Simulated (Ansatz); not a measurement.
System: rock-salt LiI. Method: r²SCAN-D4 (PAW; Ansatz, a quantum-chemistry and plane-wave program).

Settings: plane-wave cutoff 560 eV, 10×10×10 k mesh, Fermi–Dirac smearing 0.01 eV, scalar-relativistic PAW data made under PBE.

Energies at three volumes about the minimum:

| V (Å³/atom) | E − E_lowest (meV/atom) |
|---|---|
| 26.256 | 0.76 |
| 26.792 | 0.00 |
| 27.328 | 0.70 |

Problem. Fit a parabola by hand: where is the minimum, what lattice constant follows, and what is the bulk modulus?

Solution. Slopes: (0.00 − 0.76)/(26.792 − 26.256) = -1.418 and (0.70 − 0.00)/(27.328 − 26.792) = 1.306 meV/Å³. Curvature E″ = 2 × (1.306 − (-1.418))/(27.328 − 26.256) = 5.082 meV/Å⁶. From the middle of the first interval, the slope vanishes at V0 = 26.5240 − (-1.418)/5.082 = 26.803 Å³/atom. B = V0 E″ = 26.803 × 5.082 meV/Å³ × 0.1602 GPa per meV/Å³ = 21.8 GPa. With 8 atoms in the cube, a = (8 × 26.803)^(1/3) = 5.985 Å. The full Birch–Murnaghan fit to all volumes gives V0 = 26.792 Å³/atom and B0 = 21.7 GPa.

Measured, for comparison: bulk modulus 24 GPa (0 K, extrapolated to 0 K; as tabulated in Doll and Stoll (1998), arXiv:cond-mat/9801031). Computed (rounded) less measured: bulk modulus -10 %.
